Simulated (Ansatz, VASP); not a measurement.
## SrCl2 (SrCl2 (111) slab) in two plane-wave programs

Aim: how closely do two programs agree when they are given the same cell, functional and k mesh? The structure shown is the end of the Ansatz relaxation below.

Program: Ansatz 0.2.0. Level of theory: plane waves, with VASP 6.6.1 beside it; single point at PBE. Results are calculated unless marked as measured.

## Step 1: Starting point

The cell holds 9 atoms: 3 Sr and 6 Cl. Cell: a = 4.949 Å, b = 4.949 Å, c = 23.000 Å, α = 90.0°, β = 90.0°, γ = 60.0°. Vacuum lies along c.

## Step 2: Ansatz: relaxation, PBE

Ansatz runs on its default PAW (the set named soft_2) files.

This run makes the geometry at which the two programs are then compared.

Input file input.yaml:

```yaml
crystal:
  lattice:
    - [4.94939, 0.0, 0.0]
    - [2.474695, 4.286298, 0.0]
    - [0.0, 0.0, 23.0]
  atoms:
    - { symbol: Sr, position: [0.0, 0.0, 0.6757026] }
    - { symbol: Sr, position: [0.6666667, 0.6666667, 0.3242974] }
    - { symbol: Sr, position: [0.3333333, 0.3333333, 0.5] }
    - { symbol: Cl, position: [0.3333333, 0.3333333, 0.368223] }
    - { symbol: Cl, position: [0.0, 0.0, 0.5439257] }
    - { symbol: Cl, position: [0.6666667, 0.6666667, 0.7196283] }
    - { symbol: Cl, position: [0.6666667, 0.6666667, 0.4560743] }
    - { symbol: Cl, position: [0.3333333, 0.3333333, 0.631777] }
    - { symbol: Cl, position: [0.0, 0.0, 0.2803717] }
basis:
  ecutwfc: 420
  xc_grid: 2
hamiltonian:
  xc: pbe
kpoints:
  mp_grid: { grid: [4, 4, 1] }
scf:
  occupations: { method: fermi_dirac, width: 0.01 }
  max_iter: 80
relax:
  f_tol: 0.01
  max_steps: 100
  random_displacement: { amplitude: 0.03, seed: 643 }
output:
  forces: true
  eigenvalues: true
```

Run with:

```console
$ ansatz run input.yaml --threads 4 --pin off --max-ram 18841MiB --backend cpu --events-out ev --progress --plain --runs-dir out
```

Numbers of over 12 decimals in the logs are rounded to 6 here.

Log:

```text
The last accepted step is kept in <dir> (removed where the run ends without a failure and the disk answers)
Engine: ansatz 0.2.0, aarch64-unknown-linux-gnu
Pseudopotentials: kind: paw
Pseudopotential: Sr, paw, valence charge 10, recommended cutoff 420 eV (normal), Sr.paw.azcp
Pseudopotential: Cl, paw, valence charge 7, recommended cutoff 420 eV (normal), Cl.paw.azcp
Functional definition: PBE
  parameter kappa = 0.804
  parameter beta = 0.066725
  exchange = pbe_x(kappa = kappa, mu = beta*pi^2/3)
  correlation = pbe_c(beta = beta)
Crystal: 9 atoms, lattice volume = 487.935 Å³
Basis set: ecut = 420 eV, 9539 PW (Γ), exchange–correlation on 72×72×320 points (8 copies of the dense FFT grid, shifted against one another)
Bands: 45, of which v1, the nominal top of the filled ones, is band 36 counted from 1 (35 counted from 0)
Symmetry: 1 space group operations
k-points: 10 of 16 (time reversal used)
Non-local potential: Sr, projectors of the file, l = 0: 3, l = 1: 2, l = 2: 2
Non-local potential: Cl, projectors of the file, l = 0: 2, l = 1: 2, l = 2: 2
PAW form: soft (Blöchl's): semilocal exchange-correlation on the pseudo side does not see the compensation charge
PAW one-centre angular grid: Sr, 110 points (default); XC on 64 Gauss nodes
PAW one-centre angular grid: Cl, 110 points (default); XC on 64 Gauss nodes
Initial density: superposition of atomic densities (neutral atoms: chi_scale 0, normalization atom), corrected by the library's trained network
Initial wavefunctions: pseudopotential atomic-orbital guess
Functional: x = pbe(κ = 0.804, μ = 0.219515), c = pbe(β = 0.066725)
SCF iter   1: F=—  HF=-17131.720812 eV  |F-HF|=—  |Δ(HF+E_count)|=         —  Δρ=4.00e-4  dr2=1.15e-3  ethr=1.77e-3  ⟨swp⟩=16.0  Hψ=3141  notcnv=0
preconditioner: auto → Resta (q_TF=auto, 1.983 Å⁻¹)  ε∞=2.0  [insulator: Δε(μ)=5.128 eV  Ē_g=13.508 eV  σ=0.010 eV  W_gap=1.00  n_scr=68 (ndim 8)  ℏωp=13.7 eV  f_vac=0.470  D(μ)=0.00/eV (n_scr^D=0)  ε∞_Penn≈2.0  vacuum switching on, ρ_ref=1.3e-2 e/Å³]
SCF iter   2: F=—  HF=-17131.723904 eV  |F-HF|=—  |Δ(HF+E_count)|=   3.09e-3  Δρ=2.18e-4  dr2=3.28e-4  ethr=1.60e-6  ⟨swp⟩=4.2  Hψ=1356  notcnv=0  defer=29
SCF iter   3: F=—  HF=-17131.724240 eV  |F-HF|=—  |Δ(HF+E_count)|=   3.36e-4  Δρ=8.86e-5  dr2=3.80e-5  ethr=4.56e-7  ⟨swp⟩=3.1  Hψ=869  notcnv=0  defer=29
iter 4 did not close the SCF: its close was put off for the readings that it lacked (scf_convergence_deferred on its scf_iter line)
SCF iter   4: F=-17131.724300 eV  HF=-17131.724288 eV  |F-HF|=1.22e-5  |Δ(HF+E_count)|=   4.80e-5  Δρ=2.47e-5  dr2=2.31e-6  ethr=5.28e-8  ⟨swp⟩=2.1  Hψ=716  notcnv=0  defer=29
iter 5 did not close the SCF: its close was put off for the readings that it lacked (scf_convergence_deferred on its scf_iter line)
SCF iter   5: F=-17131.724301 eV  HF=-17131.724301 eV  |F-HF|=3.99e-7  |Δ(HF+E_count)|=   1.26e-5  Δρ=6.53e-6  dr2=1.59e-7  ethr=3.20e-9  ⟨swp⟩=2.1  Hψ=804  notcnv=0  defer=29
iter 6 did not close the SCF: its close was put off until two iterations running show no level that it waits for move by more than its bar (scf_convergence_deferred on its scf_iter line)
SCF iter   6: F=-17131.724301 eV  HF=-17131.724301 eV  |F-HF|=1.31e-8  |Δ(HF+E_count)|=   4.37e-7  Δρ=1.68e-6  dr2=2.11e-8  ethr=2.21e-10  ⟨swp⟩=12.4  Hψ=2326  notcnv=0
SCF iter   7: F=-17131.724301 eV  HF=-17131.724301 eV  |F-HF|=2.85e-9  |Δ(HF+E_count)|=   1.92e-8  Δρ=4.60e-7  dr2=1.59e-9  ethr=2.93e-11  ⟨swp⟩=2.6  Hψ=1279  notcnv=0
SCF 1 converged in 7 iterations: F = -17131.724301 eV  dr2 = 1.59e-9
  greatest PAW one-centre occupation: 0.986 electrons in one spin orbital (limit 2), on the Sr atom at site 2 (counted from 0), in its partial waves of l = 0
relax step   1: F+E_penalty+E_count = -17131.72430098 eV  Δ(F+E_penalty+E_count) = +0.000e0 eV  max|allowed force component| = 2.450e-1 eV/Å  Δτ_max = 0.0000 Å  (7 SCF iters, dr2 threshold 2.50e-6 eV, accepted)
[...]
relax step   2: F+E_penalty+E_count = -17131.75826067 eV  Δ(F+E_penalty+E_count) = -3.396e-2 eV  max|allowed force component| = 1.352e-1 eV/Å  Δτ_max = 0.1367 Å  (7 SCF iters, dr2 threshold 3.75e-6 eV, accepted)
[...]
relax step   3: F+E_penalty+E_count = -17131.76273373 eV  Δ(F+E_penalty+E_count) = -4.473e-3 eV  max|allowed force component| = 3.391e-2 eV/Å  Δτ_max = 0.0471 Å  (5 SCF iters, dr2 threshold 1.14e-6 eV, accepted)
[...]
relax step   4: F+E_penalty+E_count = -17131.76298464 eV  Δ(F+E_penalty+E_count) = -2.509e-4 eV  max|allowed force component| = 3.629e-3 eV/Å  Δτ_max = 0.0080 Å  (5 SCF iters, accepted)
SCF converged after 5 iterations
Free energy (F): -17131.762985 eV
Harris-Foulkes:  -17131.762985 eV  (|F-HF|=9.42e-10)
Internal energy: -17131.762985 eV  (E = F + TS)
E sigma→0 (E₀):  -17131.762985 eV
Fermi energy:    0.739623 eV
--- Per-component energies (eV) ---
  E_band       = -789.821150
  E_kinetic    = 1699.989869
  E_local      = -22827.383426  (includes V_loc(G=0)·N_el)
  E_nonlocal   = 775.876002
  E_hartree    = 10442.953844
  E_xc         = -1164.782174
  E_vxc        = -1220.699568  (∫ρ·V_xc dr)
  E_paw        = -12039.916233  (= ΣΔE_a)
  E_vpaw       = -103.512591  (= ΣTr[D̂ρ^β])
  E_aug_tail   = 0.000537  (compensation charges beyond the density's cutoff)
  E_ewald      = 5981.498597
  E_smearing   = -0.000000  (= −TS)
  E_closure    = -0.000000  (closes the sum)
  Σ components = -17131.762985   (vs F -17131.762985, Δ=0.00e0)
--- Forces (eV/Å), atoms counted from 1 ---
  atom   1  Sr    -0.00057212     0.00064228     0.00149604
  atom   2  Sr    -0.00097239     0.00039220    -0.00125794
  atom   3  Sr    -0.00004588    -0.00016119    -0.00004479
  atom   4  Cl    -0.00021168     0.00032907     0.00362914
  atom   5  Cl     0.00041959    -0.00026979    -0.00055620
  atom   6  Cl     0.00012864    -0.00027522    -0.00115441
  atom   7  Cl     0.00063405    -0.00051913     0.00017205
  atom   8  Cl     0.00007556     0.00000920    -0.00338116
  atom   9  Cl     0.00054003    -0.00014464     0.00110181
  max |Σ_I F_I| component: 4.53e-6 eV/Å
--- Band table (eV; the first three rows and the last of 10) ---
  k-point 0: bands = [... 32 lower, -2.1977, -2.1392, -2.1391, -2.0920, 3.3280, 3.6890, 4.3588, 4.3589, ... 5 higher]
  k-point 1: bands = [... 32 lower, -2.1843, -2.1712, -2.0045, -1.9818, 4.0736, 4.1339, 4.4401, 4.4912, ... 5 higher]
  k-point 2: bands = [... 32 lower, -2.1974, -2.1448, -1.9454, -1.8599, 3.8343, 4.3076, 4.6670, 4.8370, ... 5 higher]
  k-point 9: bands = [... 32 lower, -2.1975, -2.1448, -1.9454, -1.8600, 3.8343, 4.3076, 4.6670, 4.8369, ... 5 higher]
--- Relaxed structure (4 steps of the walk, 4 accepted, 0 SCFs on fresh bases) ---
  F+E_penalty+E_count = -17131.76298464 eV   max|allowed force component| = 3.629e-3 eV/Å
  atoms:
    - { symbol: Sr, position: [-0.000128926, 0.00257977, 0.676718] }
    - { symbol: Sr, position: [0.666623, 0.669233, 0.322901] }
    - { symbol: Sr, position: [0.332996, 0.336081, 0.499813] }
    - { symbol: Cl, position: [0.333194, 0.335934, 0.367109] }
    - { symbol: Cl, position: [-0.000342062, 0.00273582, 0.544697] }
    - { symbol: Cl, position: [0.666449, 0.669326, 0.725763] }
    - { symbol: Cl, position: [0.666320, 0.669411, 0.454931] }
    - { symbol: Cl, position: [0.333112, 0.335980, 0.632510] }
    - { symbol: Cl, position: [-0.00018434, 0.00261201, 0.273857] }
```

The column dr2 measures how far the density is from self-consistency, as an energy; F and HF (Harris–Foulkes) agree once it is small.

## Step 3: VASP: single point, PBE

The same cell, functional, mesh and smearing now go to VASP, with its own data sets and cutoff.

Lines of VASP's logs that name or quote its potential files are left out, and so is its time.

Input file INCAR:

```
SYSTEM = SrCl2
PREC = Accurate
ENCUT = 400
EDIFF = 1E-06
NELM = 100
ISMEAR = -1
SIGMA = 0.01
LREAL = .FALSE.
ALGO = Normal
GGA = PE
NBANDS = 45
LORBIT = 11
LWAVE = .FALSE.
LCHARG = .FALSE.
KPAR = 2
NCORE = 4
ISIF = 0
```

Input file POSCAR:

```
SrCl2
1.0
    4.9493903041      0.0000000000      0.0000000000
    2.4746951521      4.2862977366      0.0000000000
    0.0000000000      0.0000000000     23.0000000000
Sr Cl
3 6
Direct
    0.9998710741      0.0025797743      0.6767181389
    0.6666227581      0.6692328237      0.3229014225
    0.3329956654      0.3360812743      0.4998128457
    0.3331936098      0.3359341949      0.3671089852
    0.9996579381      0.0027358177      0.5446972582
    0.6664485744      0.6693262290      0.7257634552
    0.6663197979      0.6694111725      0.4549312863
    0.3331124955      0.3359803505      0.6325100094
    0.9998156597      0.0026120067      0.2738574546
```

Input file KPOINTS:

```
Automatic mesh
0
Gamma
4 4 1
0 0 0
```

PAW data sets: Sr_sv and Cl (PBE family, release 64).

Run with:

```console
$ mpirun -np 8 vasp_std
```

Log:

```text
[banner, memory and clock lines left out]
running    8 mpi-ranks, on    1 nodes
 distrk:  each k-point on    4 cores,    2 groups
 distr:  one band on    4 cores,    1 groups

 POSCAR found type information on POSCAR SrCl
 POSCAR found :  2 types and       9 ions
 LDA part: xc-table for (Slater+PW92), standard interpolation
 POSCAR, INCAR and KPOINTS ok, starting setup
 FFT: planning ... GRIDC
 FFT: planning ... GRID_SOFT
 FFT: planning ... GRID
 WAVECAR not read
 entering main loop
       N       E                     dE             d eps       ncg     rms          rms(c)
DAV:   1     0.557885041363E+03    0.55789E+03   -0.27195E+04   988   0.106E+03
DAV:   2     0.337421952152E+02   -0.52414E+03   -0.51484E+03  1210   0.270E+02
DAV:   3    -0.362739160267E+02   -0.70016E+02   -0.69797E+02  1160   0.915E+01
DAV:   4    -0.389273694780E+02   -0.26535E+01   -0.26485E+01  1320   0.206E+01
DAV:   5    -0.391055501913E+02   -0.17818E+00   -0.17816E+00  1608   0.372E+00    0.203E+01
DAV:   6    -0.379303989701E+02    0.11752E+01   -0.28710E+00  1128   0.592E+00    0.134E+01
DAV:   7    -0.379610144319E+02   -0.30615E-01   -0.24665E+00  1240   0.562E+00    0.243E+00
DAV:   8    -0.379285661300E+02    0.32448E-01   -0.48416E-01  1131   0.229E+00    0.797E-01
DAV:   9    -0.379330818214E+02   -0.45157E-02   -0.20892E-02  1408   0.516E-01    0.329E-01
DAV:  10    -0.379353821664E+02   -0.23003E-02   -0.42270E-03  1259   0.247E-01    0.105E-01
DAV:  11    -0.379356525437E+02   -0.27038E-03   -0.65881E-04  1240   0.100E-01    0.680E-02
DAV:  12    -0.379355063114E+02    0.14623E-03   -0.75405E-04  1160   0.106E-01    0.249E-02
DAV:  13    -0.379355155617E+02   -0.92504E-05   -0.12004E-04  1352   0.386E-02    0.226E-02
DAV:  14    -0.379356340107E+02   -0.11845E-03   -0.37541E-05  1112   0.230E-02    0.176E-02
DAV:  15    -0.379357653102E+02   -0.13130E-03   -0.38107E-05  1104   0.204E-02    0.105E-02
DAV:  16    -0.379359422995E+02   -0.17699E-03   -0.41031E-05  1024   0.190E-02    0.630E-03
DAV:  17    -0.379360374301E+02   -0.95131E-04   -0.79343E-06  1088   0.914E-03    0.481E-03
DAV:  18    -0.379361302984E+02   -0.92868E-04   -0.26810E-06   864   0.646E-03    0.210E-03
DAV:  19    -0.379362277801E+02   -0.97482E-04   -0.58868E-06   896   0.718E-03    0.238E-03
DAV:  20    -0.379362433498E+02   -0.15570E-04   -0.77719E-07   768   0.338E-03    0.138E-03
DAV:  21    -0.379362498771E+02   -0.65273E-05   -0.29194E-07   760   0.169E-03    0.702E-04
DAV:  22    -0.379362530165E+02   -0.31394E-05   -0.11014E-07   760   0.986E-04    0.257E-04
DAV:  23    -0.379362539333E+02   -0.91674E-06   -0.56268E-08   760   0.731E-04
   1 F= -.37936254E+02 E0= -.37936254E+02  d E =-.762135E-12
```

Parts of OUTCAR (step 3):

```text
ion  position               nearest neighbor table
   1  1.000  0.003  0.677-   8 3.03   8 3.03   8 3.03   5 3.04   6 3.07   6 3.07   6 3.07   3 4.97
                             3 4.97   3 4.97
   2  0.667  0.669  0.323-   4 3.03   4 3.03   4 3.03   7 3.04   9 3.07   9 3.07   9 3.07   3 4.97
                             3 4.97   3 4.97
   3  0.333  0.336  0.500-   7 3.04   5 3.04   5 3.04   7 3.04   7 3.04   5 3.04   8 3.05   4 3.05
                             2 4.97   1 4.97   1 4.97   2 4.97   1 4.97   2 4.97
   4  0.333  0.336  0.367-   2 3.03   2 3.03   2 3.03   3 3.05
   5  1.000  0.003  0.545-   1 3.04   3 3.04   3 3.04   3 3.04
   6  0.666  0.669  0.726-   1 3.07   1 3.07   1 3.07
   7  0.666  0.669  0.455-   2 3.04   3 3.04   3 3.04   3 3.04
   8  0.333  0.336  0.633-   1 3.03   1 3.03   1 3.03   3 3.05
   9  1.000  0.003  0.274-   2 3.07   2 3.07   2 3.07

  LATTYP: Found a hexagonal cell.
 ALAT       =     4.9493903041
 C/A-ratio  =     4.6470370261

 Subroutine GETGRP returns: Found  1 space group operations
 (whereof  1 operations were pure point group operations)

The static configuration has the point symmetry C_1 .

 Found     10 irreducible k-points:

   k-points           NKPTS =     10   k-points in BZ     NKDIM =     10   number of bands    NBANDS=     45

   dimension x,y,z NGX =    32 NGY =   32 NGZ =  150
   dimension x,y,z NGXF=    64 NGYF=   64 NGZF=  300

   ENCUT  =  400.0 eV  29.40 Ry    5.42 a.u.   8.07  8.07 37.51*2*pi/ulx,y,z

   NELECT =      72.0000    total number of electrons

 k-points in reciprocal lattice and weights: Automatic mesh
   0.00000000  0.00000000  0.00000000       0.062
   0.25000000  0.00000000  0.00000000       0.125
   0.25000000  0.25000000  0.00000000       0.125
   0.00000000  0.25000000  0.00000000       0.125
   0.50000000  0.00000000  0.00000000       0.062
   0.50000000  0.50000000  0.00000000       0.062
   0.00000000  0.50000000  0.00000000       0.062
   0.50000000  0.25000000  0.00000000       0.125
   0.25000000  0.50000000  0.00000000       0.125
  -0.25000000  0.25000000  0.00000000       0.125

 average (electrostatic) potential at core
       1 -42.5137       2 -42.5139       3 -42.3873       4 -96.6112       5 -96.6879
       6 -96.1457       7 -96.6879       8 -96.6111       9 -96.1458

 E-fermi :  -3.1396

 k-point     1 :       0.0000    0.0000    0.0000
  band No.  band energies     occupation
    ...
     32      -3.7564      2.00000
     33      -3.7365      2.00000
     34      -3.6753      2.00000
     35      -3.6752      2.00000
     36      -3.6298      2.00000
     37       1.7871      0.00000
     38       2.1488      0.00000
     39       2.8167      0.00000
     40       2.8168      0.00000
     41       2.9902      0.00000
    ...

 k-point     2 :       0.2500    0.0000    0.0000
  band No.  band energies     occupation
    ...
     32      -3.7664      2.00000
     33      -3.7218      2.00000
     34      -3.7090      2.00000
     35      -3.5426      2.00000
     36      -3.5192      2.00000
     37       2.5331      0.00000
     38       2.5927      0.00000
     39       2.9000      0.00000
     40       2.9490      0.00000
     41       3.0268      0.00000
    ...

 k-point     3 :       0.2500    0.2500    0.0000
  band No.  band energies     occupation
    ...
     32      -3.7665      2.00000
     33      -3.7218      2.00000
     34      -3.7090      2.00000
     35      -3.5426      2.00000
     36      -3.5191      2.00000
     37       2.5331      0.00000
     38       2.5927      0.00000
     39       2.8999      0.00000
     40       2.9490      0.00000
     41       3.0268      0.00000
    ...

  energy-cutoff  :      400.00
  volume of cell :      487.93
      direct lattice vectors                 reciprocal lattice vectors
     4.949390304  0.000000000  0.000000000     0.202045088 -0.116650786  0.000000000
     2.474695152  4.286297737  0.000000000     0.000000000  0.233301572  0.000000000
     0.000000000  0.000000000 23.000000000     0.000000000  0.000000000  0.043478261

 POSITION                                       TOTAL-FORCE (eV/Angst)
 -----------------------------------------------------------------------------------
      4.95514      0.01106     15.56452        -0.000553      0.000723      0.009847
      4.95552      2.86853      7.42673        -0.001045      0.000356     -0.009516
      2.47982      1.44054     11.49570        -0.000062     -0.000231     -0.000008
      2.48044      1.43991      8.44351        -0.000162      0.000387      0.005018
      4.95447      0.01173     12.52804         0.000469     -0.000139      0.000302
      4.95489      2.86893     16.69256         0.000115     -0.000284      0.008479
      4.95447      2.86930     10.46342         0.000571     -0.000645     -0.000544
      2.48015      1.44011     14.54773         0.000104      0.000006     -0.004862
      4.95494      0.01120      6.29872         0.000563     -0.000172     -0.008715
 -----------------------------------------------------------------------------------
    total drift:                                0.000104      0.000251     -0.000308

  FREE ENERGIE OF THE ION-ELECTRON SYSTEM (eV)
  ---------------------------------------------------
  free  energy   TOTEN  =       -37.9362539333 eV

  energy  without entropy=      -37.9362539332  energy(sigma->0) =      -37.93625393

 total charge
# of ion       s       p       d       tot
------------------------------------------
    1        1.994   5.759   0.136   7.889
    2        1.994   5.759   0.136   7.889
    3        1.996   5.765   0.146   7.907
    4        1.592   3.577   0.000   5.169
    5        1.592   3.578   0.000   5.170
    6        1.590   3.551   0.000   5.141
    7        1.592   3.578   0.000   5.170
    8        1.592   3.577   0.000   5.169
    9        1.590   3.551   0.000   5.141
--------------------------------------------------
tot         15.532  38.695   0.418  54.645

[... 3 further parts left out ...]
```

## Step 4: Comparison

Known differences besides the PAW data sets themselves: the cutoff is 420 eV in Ansatz and 400 eV in VASP; VASP leaves aspherical gradient terms in its spheres out (LASPH is not set), Ansatz keeps them. Total energies have different zeros and are not compared.

Both answers:

```
              quantity  Ansatz   VASP  difference
gap on the k mesh (eV)   5.188  5.183      +0.005
```

At this near-relaxed geometry the largest component of a force difference is 10 meV/Å.

## Step 5: What moves the difference

How far does this hang on the set-up? Further runs change one program's set-up at a time, as the table lists.

```
                                                              run  difference in gap on the k mesh (eV)
                                                         as above                                0.0050
VASP with the data sets Sr_sv_GW and Cl_GW and a cutoff of 520 eV                                0.0010
    VASP with the data sets Sr_sv and Cl_h and a cutoff of 660 eV                                0.0029
```

## Step 6: What came out

```
difference in gap on the k mesh (single point, PBE) : 0.0050 eV
```

**Reading.** The difference in gap on the k mesh is 0.0050 eV (single point, PBE), within the 0.08 eV picked in this series as the mark of a large difference. For single point, PBE: with VASP with the data sets Sr_sv_GW and Cl_GW and a cutoff of 520 eV the difference in gap on the k mesh shrinks in size, from 0.0050 to 0.0010 eV. How closely two codes agree says nothing of how well the functional describes the real material.

[Lines on the potential files, build, host, timing and source positions are cut from VASP's logs without a mark.]

[Logs are printed without paths, hosts, clocks, repeated set-up lines and the standing remarks that a program may print on its own settings, such as how far it seeks lower states.]

[Hosts, paths, dates, database ids (printed as entryN), source tags and the programs' standing remarks are cut or masked in the printed files.]
